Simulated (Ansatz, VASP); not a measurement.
## GaN: VASP beside Ansatz

Wanted: the spread between two codes on one cell, functional and k mesh. The cell is taken from a series of VASP runs on this material, whose earlier steps may have relaxed, scaled or displaced it; both programs get it as it stands.

Calculated with Ansatz 0.2.0; plane waves, with VASP 6.6.1 beside it; zone-centre phonons at r2SCAN.

**1. Set-up**

The structure is hexagonal, space group P6_3mc (No. 186). The conventional cell has a = 3.189 Å, b = 3.189 Å, c = 5.194 Å, α = 90.00°, β = 90.00°, γ = 120.00°. Nearest to Ga lie 4 N at 1.95 to 1.96 Å. Nearest to N lie 4 Ga at 1.95 to 1.96 Å. Farther neighbours and most contacts between anions are not listed.

Coordinates:

```xyz
4
Lattice="3.1889 0.0000 0.0000 -1.5944 2.7616 0.0000 0.0000 0.0000 5.1941" Properties=species:S:1:pos:R:3 pbc="T T T"
Ga    0.0000    1.8411    5.1899
Ga    1.5944    0.9205    2.5928
N     0.0000    1.8411    1.9520
N     1.5944    0.9205    4.5490
```

**2. VASP: zone-centre phonons, r2SCAN**

Second derivatives magnify differences that forces hide, and they need a tight electronic threshold.

Lines of VASP's logs that name or quote its potential files are left out, and so is its time.

Contents of INCAR:

```
SYSTEM = GaN
PREC = Accurate
ENCUT = 520
EDIFF = 1E-08
NELM = 100
ISMEAR = 0
SIGMA = 0.05
LREAL = .FALSE.
ALGO = Normal
METAGGA = R2SCAN
LASPH = .TRUE.
NBANDS = 24
LORBIT = 11
LWAVE = .FALSE.
LCHARG = .FALSE.
KPAR = 4
IBRION = 6
NFREE = 2
POTIM = 0.015
ISIF = 2
NSW = 1
```

Contents of POSCAR:

```
GaN
1.0
    3.1888555310      0.0000000000      0.0000000000
   -1.5944277655      2.7616298988      0.0000000000
    0.0000000000      0.0000000000      5.1940668973
Ga N
2 2
Direct
    0.3333333333      0.6666666667      0.9991932276
    0.6666666667      0.3333333333      0.4991932276
    0.3333333333      0.6666666667      0.3758067724
    0.6666666667      0.3333333333      0.8758067724
```

Contents of KPOINTS:

```
Automatic mesh
0
Gamma
16 16 9
0 0 0
```

Potentials, in the order of the species: Ga_d and N (PBE family, release 64).

Started as:

```sh
$ mpirun -np 4 vasp_std
```

Numbers of over 12 decimals in the logs are rounded to 6 here.

The program printed:

```text
[banner, memory and clock lines left out]
running    4 mpi-ranks, on    1 nodes
 distrk:  each k-point on    1 cores,    4 groups
 distr:  one band on    1 cores,    1 groups

 POSCAR found type information on POSCAR GaN
 POSCAR found :  2 types and       4 ions
|                                                                             |
|               ----> ADVICE to this user running VASP <----                  |
|                                                                             |
|     You enforced a specific xc type in the INCAR file but a different       |
|     [... a line on the potential file left out ...]
|     I HOPE YOU KNOW WHAT YOU ARE DOING!                                     |
|                                                                             |

 LDA part: xc-table for (None), standard interpolation
 POSCAR, INCAR and KPOINTS ok, starting setup
 FFT: planning ... GRIDC
 FFT: planning ... GRID_SOFT
 FFT: planning ... GRID
 WAVECAR not read
 entering main loop
       N       E                     dE             d eps       ncg     rms          rms(c)
DAV:   1     0.258985344540E+03    0.25899E+03   -0.18695E+04  7672   0.288E+03
DAV:   2    -0.194014513755E+02   -0.27839E+03   -0.26653E+03  8032   0.535E+02
DAV:   3    -0.526095291860E+02   -0.33208E+02   -0.32941E+02  8616   0.148E+02
DAV:   4    -0.536347743143E+02   -0.10252E+01   -0.10237E+01  9200   0.294E+01
DAV:   5    -0.536526838295E+02   -0.17910E-01   -0.17907E-01  8640   0.346E+00    0.102E+01
DAV:   6    -0.435818858221E+02    0.10071E+02   -0.89961E+00 12288   0.545E+01    0.309E+00
DAV:   7    -0.438016517041E+02   -0.21977E+00   -0.19926E+00  8328   0.108E+01    0.265E+00
DAV:   8    -0.438248868971E+02   -0.23235E-01   -0.10981E-01 10048   0.708E+00    0.686E-01
DAV:   9    -0.438215706108E+02    0.33163E-02   -0.46361E-02 11984   0.317E+00    0.166E-01
DAV:  10    -0.438218088425E+02   -0.23823E-03   -0.47570E-03 11152   0.785E-01    0.636E-02
DAV:  11    -0.438219595725E+02   -0.15073E-03   -0.39660E-04  7920   0.177E-01    0.240E-02
DAV:  12    -0.438219697597E+02   -0.10187E-04   -0.21803E-05  9880   0.714E-02    0.139E-02
DAV:  13    -0.438219670988E+02    0.26609E-05   -0.39025E-06 10568   0.392E-02    0.738E-03
DAV:  14    -0.438219666252E+02    0.47364E-06   -0.33453E-06  8280   0.142E-02    0.192E-03
DAV:  15    -0.438219668296E+02   -0.20448E-06   -0.29518E-07  8584   0.565E-03    0.179E-03
DAV:  16    -0.438219669180E+02   -0.88342E-07   -0.41171E-08  7344   0.206E-03    0.749E-04
DAV:  17    -0.438219669497E+02   -0.31689E-07   -0.49457E-09  4448   0.139E-03    0.251E-04
DAV:  18    -0.438219669524E+02   -0.27394E-08   -0.64809E-09  4408   0.577E-04
   1 F= -.43821967E+02 E0= -.43821967E+02  d E =-.126008E-17
[... from here on, the cycles between the ionic steps are left out ...]
   2 F= -.43820462E+02 E0= -.43820462E+02  d E =-.270520E-16
   3 F= -.43820457E+02 E0= -.43820457E+02  d E =-.268392E-16
   4 F= -.43819876E+02 E0= -.43819876E+02  d E =-.510068E-14
   5 F= -.43819892E+02 E0= -.43819892E+02  d E =-.117839E-18
   6 F= -.43820410E+02 E0= -.43820410E+02  d E =-.165628E-16
   7 F= -.43820405E+02 E0= -.43820405E+02  d E =-.164541E-16
   8 F= -.43820108E+02 E0= -.43820108E+02  d E =-.158893E-10
 Finite differences progress:
  Degree of freedom:   4/  4
  Displacement:        1/  2
  Total:               7/  8
 bond charge predicted
       N       E                     dE             d eps       ncg     rms          rms(c)
DAV:   1    -0.438178113194E+02    0.22967E-02   -0.29984E+00 12056   0.989E+00    0.202E-01
DAV:   2    -0.438198474417E+02   -0.20361E-02   -0.47841E-02 14880   0.335E+00    0.122E-01
DAV:   3    -0.438196336364E+02    0.21381E-03   -0.28489E-03 12808   0.555E-01    0.475E-02
DAV:   4    -0.438196577372E+02   -0.24101E-04   -0.53395E-04 13904   0.196E-01    0.173E-02
DAV:   5    -0.438196674703E+02   -0.97331E-05   -0.42989E-05 12720   0.116E-01    0.115E-02
DAV:   6    -0.438196694903E+02   -0.20200E-05   -0.83181E-06 15648   0.293E-02    0.375E-03
DAV:   7    -0.438196695191E+02   -0.28818E-07   -0.93878E-07 13184   0.121E-02    0.820E-04
DAV:   8    -0.438196695735E+02   -0.54402E-07   -0.17363E-07 13760   0.570E-03    0.340E-04
DAV:   9    -0.438196695705E+02    0.30050E-08   -0.13376E-08  7416   0.219E-03
   9 F= -.43819670E+02 E0= -.43819670E+02  d E =-.289212E-14
 Finite differences progress:
  Degree of freedom:   4/  4
  Displacement:        2/  2
  Total:               8/  8
```

Parts of OUTCAR (step 2):

```text
ion  position               nearest neighbor table
   1  0.333  0.667  0.999-   4 1.95   4 1.95   4 1.95   3 1.96
   2  0.667  0.333  0.499-   3 1.95   3 1.95   3 1.95   4 1.96
   3  0.333  0.667  0.376-   2 1.95   2 1.95   2 1.95   1 1.96
   4  0.667  0.333  0.876-   1 1.95   1 1.95   1 1.95   2 1.96

  LATTYP: Found a hexagonal cell.
 ALAT       =     3.1888555310
 C/A-ratio  =     1.6288185046

 Subroutine GETGRP returns: Found 12 space group operations
 (whereof  6 operations were pure point group operations)

The static configuration has the point symmetry C_3v.
 The point group associated with its full space group is C_6v.

 Found    150 irreducible k-points:

   k-points           NKPTS =    150   k-points in BZ     NKDIM =    150   number of bands    NBANDS=     24

   dimension x,y,z NGX =    24 NGY =   24 NGZ =   40
   dimension x,y,z NGXF=    48 NGYF=   48 NGZF=   80

   ENCUT  =  520.0 eV  38.22 Ry    6.18 a.u.   5.93  5.93  9.66*2*pi/ulx,y,z

   NELECT =      36.0000    total number of electrons

 k-points in reciprocal lattice and weights: Automatic mesh
   0.00000000  0.00000000  0.00000000       0.000
   0.06250000  0.00000000  0.00000000       0.003
   0.12500000  0.00000000  0.00000000       0.003
   0.18750000  0.00000000  0.00000000       0.003
   0.25000000  0.00000000  0.00000000       0.003
   0.31250000  0.00000000  0.00000000       0.003
   0.37500000  0.00000000  0.00000000       0.003
   0.43750000  0.00000000  0.00000000       0.003
   0.50000000  0.00000000  0.00000000       0.001
[...]
23      15.7081      0.00000
    ...

 k-point     3 :       0.1250    0.0000    0.0000
  band No.  band energies     occupation
    ...
     14       2.9224      2.00000
     15       3.6652      2.00000
     16       3.8920      2.00000
     17       4.8260      2.00000
     18       4.9096      2.00000
     19       8.3953      0.00000
     20      10.7090      0.00000
     21      14.3104      0.00000
     22      14.8500      0.00000
     23      15.9875      0.00000
    ...

 k-point     4 :       0.1875    0.0000    0.0000
  band No.  band energies     occupation
    ...
     14       1.9579      2.00000
     15       3.0153      2.00000
     16       3.3499      2.00000
     17       4.6132      2.00000
     18       4.7451      2.00000
     19       9.1305      0.00000
     20      11.3172      0.00000
     21      13.5688      0.00000
     22      14.5059      0.00000
     23      16.0710      0.00000
    ...

 k-point     5 :       0.2500    0.0000    0.0000
  band No.  band energies     occupation
    ...
     14       0.9889      2.00000
     15       2.1344      2.00000
     16       3.0105      2.00000
     17       4.3016      2.00000
     18       4.5473      2.00000
     19       9.7873      0.00000
     20      11.5432      0.00000
     21      12.9677      0.00000
     22      14.2169      0.00000
     23      15.9494      0.00000
    ...

  Total       -0.0742121     -0.0742121      0.1434688     -0.0000000      0.0000000      0.0000000
  in kB       -2.5994253     -2.5994253      5.0252802     -0.0000000      0.0000000      0.0000000
  external PRESSURE =      -0.0578568 kB  Pullay stress =       0.0000000 kB

  energy-cutoff  :      520.00
  volume of cell :       45.74
      direct lattice vectors                 reciprocal lattice vectors
     3.188855531  0.000000000  0.000000000     0.313592131  0.181052501  0.000000000
    -1.594427766  2.761629899  0.000000000     0.000000000  0.362105002  0.000000000
     0.000000000  0.000000000  5.194066897     0.000000000  0.000000000  0.192527362

 POSITION                                       TOTAL-FORCE (eV/Angst)
 -----------------------------------------------------------------------------------
     -0.00000      1.84109      5.18988        -0.000000     -0.000000     -0.117615
      1.59443      0.92054      2.59284         0.000000      0.000000     -0.080771
     -0.00000      1.84109      1.93697        -0.000000      0.000000      0.289157
      1.59443      0.92054      4.54900        -0.000000      0.000000     -0.090771
 -----------------------------------------------------------------------------------
    total drift:                                0.000002      0.000004      0.029265

  FREE ENERGIE OF THE ION-ELECTRON SYSTEM (eV)
  ---------------------------------------------------
  free  energy   TOTEN  =       -43.8196695705 eV

  energy  without entropy=      -43.8196695705  energy(sigma->0) =      -43.81966957

 Eigenvectors and eigenvalues of the dynamical matrix
 ----------------------------------------------------

   1 f  =   20.846416 THz   130.981893 2PiTHz  695.361579 cm-1    86.213809 meV
             X         Y         Z           dx          dy          dz
     -0.000000  1.841087  5.189876     0.000000    0.000000    0.032703
      1.594428  0.920543  2.592843     0.000000    0.000000   -0.032703
     -0.000000  1.841087  1.951966     0.000000    0.000000   -0.706350
      1.594428  0.920543  4.548999    -0.000000   -0.000000    0.706350

   2 f  =   16.915847 THz   106.285403 2PiTHz  564.251930 cm-1    69.958292 meV
             X         Y         Z           dx          dy          dz
     -0.000000  1.841087  5.189876     0.240928    0.000002    0.000000
      1.594428  0.920543  2.592843    -0.240928   -0.000002   -0.000000
     -0.000000  1.841087  1.951966     0.664796    0.000006    0.000000
      1.594428  0.920543  4.548999    -0.664796   -0.000006   -0.000000

   3 f  =   16.915847 THz   106.285403 2PiTHz  564.251930 cm-1    69.958292 meV
             X         Y         Z           dx          dy          dz
     -0.000000  1.841087  5.189876     0.000002   -0.240928    0.000000
      1.594428  0.920543  2.592843    -0.000002    0.240928   -0.000000
     -0.000000  1.841087  1.951966     0.000006   -0.664796    0.000000
      1.594428  0.920543  4.548999    -0.000006    0.664796    0.000000

   4 f  =   16.609245 THz   104.358961 2PiTHz  554.024764 cm-1    68.690285 meV
             X         Y         Z           dx          dy          dz
     -0.000000  1.841087  5.189876    -0.288414   -0.000002   -0.000000
      1.594428  0.920543  2.592843    -0.288414   -0.000002    0.000000
     -0.000000  1.841087  1.951966     0.645614    0.000005    0.000000
      1.594428  0.920543  4.548999     0.645614    0.000005    0.000000

   5 f  =   16.609245 THz   104.358961 2PiTHz  554.024764 cm-1    68.690285 meV
             X         Y         Z           dx          dy          dz
     -0.000000  1.841087  5.189876    -0.000002    0.288414   -0.000000
      1.594428  0.920543  2.592843    -0.000002    0.288414    0.000000
     -0.000000  1.841087  1.951966     0.000005   -0.645614   -0.000000
      1.594428  0.920543  4.548999     0.000005   -0.645614   -0.000000

   6 f  =   15.922614 THz   100.044735 2PiTHz  531.121236 cm-1    65.850611 meV
             X         Y         Z           dx          dy          dz
     -0.000000  1.841087  5.189876    -0.000000   -0.000000    0.279981
      1.594428  0.920543  2.592843    -0.000000   -0.000000    0.279981
     -0.000000  1.841087  1.951966     0.000000    0.000000   -0.649316
      1.594428  0.920543  4.548999     0.000000    0.000000   -0.649316

   7 f  =    9.755586 THz    61.296152 2PiTHz  325.411310 cm-1    40.345842 meV
             X         Y         Z           dx          dy          dz
     -0.000000  1.841087  5.189876    -0.000000    0.000000    0.706350
      1.594428  0.920543  2.592843    -0.000000   -0.000000   -0.706350
     -0.000000  1.841087  1.951966    -0.000000    0.000000    0.032703
      1.594428  0.920543  4.548999     0.000000   -0.000000   -0.032703

   8 f  =    4.179624 THz    26.261355 2PiTHz  139.417264 cm-1    17.285530 meV
             X         Y         Z           dx          dy          dz
     -0.000000  1.841087  5.189876    -0.664796    0.000070   -0.000000
      1.594428  0.920543  2.592843     0.664796   -0.000070    0.000000
     -0.000000  1.841087  1.951966     0.240928   -0.000025   -0.000000
      1.594428  0.920543  4.548999    -0.240928    0.000025    0.000000

   9 f  =    4.179624 THz    26.261355 2PiTHz  139.417264 cm-1    17.285530 meV
             X         Y         Z           dx          dy          dz
     -0.000000  1.841087  5.189876    -0.000070   -0.664796   -0.000000
      1.594428  0.920543  2.592843     0.000070    0.664796   -0.000000
     -0.000000  1.841087  1.951966     0.000025    0.240928   -0.000000
      1.594428  0.920543  4.548999    -0.000025   -0.240928   -0.000000

  10 f/i=    0.019223 THz     0.120783 2PiTHz    0.641219 cm-1     0.079501 meV
             X         Y         Z           dx          dy          dz
     -0.000000  1.841087  5.189876    -0.380045   -0.521903   -0.000000
      1.594428  0.920543  2.592843    -0.380045   -0.521903   -0.000000
     -0.000000  1.841087  1.951966    -0.169777   -0.233149   -0.000000
      1.594428  0.920543  4.548999    -0.169777   -0.233149   -0.000000

  11 f/i=    0.019223 THz     0.120783 2PiTHz    0.641219 cm-1     0.079501 meV
             X         Y         Z           dx          dy          dz
     -0.000000  1.841087  5.189876     0.521903   -0.380045   -0.000000
      1.594428  0.920543  2.592843     0.521903   -0.380045   -0.000000
     -0.000000  1.841087  1.951966     0.233149   -0.169777   -0.000000
      1.594428  0.920543  4.548999     0.233149   -0.169777   -0.000000

  12 f/i=    0.225823 THz     1.418889 2PiTHz    7.532653 cm-1     0.933930 meV
             X         Y         Z           dx          dy          dz
     -0.000000  1.841087  5.189876    -0.000000    0.000000   -0.649316
      1.594428  0.920543  2.592843    -0.000000    0.000000   -0.649316
     -0.000000  1.841087  1.951966    -0.000000    0.000000   -0.279981
      1.594428  0.920543  4.548999    -0.000000    0.000000   -0.279981

 ELASTIC MODULI CONTR FROM IONIC RELAXATION (kBar)
 Direction    XX          YY          ZZ          XY          YZ          ZX
 --------------------------------------------------------------------------------
 XX        -619.9150    279.1367    326.2180      0.0000      0.0000     -0.0000
 YY         279.1367   -619.9150    326.2180     -0.0000     -0.0000      0.0000
 ZZ         326.2180    326.2180   -624.5596      0.0000     -0.0000      0.0000
 XY           0.0000     -0.0000      0.0000   -449.5259     -0.0000      0.0000
 YZ           0.0000     -0.0000     -0.0000     -0.0000   -166.6841      0.0000
 ZX          -0.0000      0.0000      0.0000     -0.0000      0.0000   -166.7083
 --------------------------------------------------------------------------------

 total charge
# of ion       s       p       d       tot
------------------------------------------
    1        0.754   0.875  10.190  11.819
    2        0.754   0.875  10.190  11.819
    3        1.232   2.544   0.000   3.776
    4        1.232   2.544   0.000   3.776
--------------------------------------------------
tot          3.971   6.839  20.381  31.191

[... 1 further part left out ...]
```

CONTCAR:

```
GaN
   1.00000000000000
     3.1888555310000002    0.0000000000000000    0.0000000000000000
    -1.5944277655000001    2.7616298987999999    0.0000000000000000
     0.0000000000000000    0.0000000000000000    5.1940668972999999
  Ga              N
     2     2
Direct
     0.3333333332999970    0.6666666667000030    0.9991932276000028
     0.6666666667000030    0.3333333332999970    0.4991932276000028
     0.3333333332999970    0.6666666667000030    0.3729188619636111
     0.6666666667000030    0.3333333332999970    0.8758067723999972
```

[end of part 1 of 2]

[Lines on the potential files, build, host, timing and source positions are cut from VASP's logs without a mark.]

[Logs are printed without paths, hosts, clocks, repeated set-up lines and the standing remarks that a program may print on its own settings, such as how far it seeks lower states.]

[Hosts, paths, dates, database ids (printed as entryN), source tags and the programs' standing remarks are cut or masked in the printed files.]
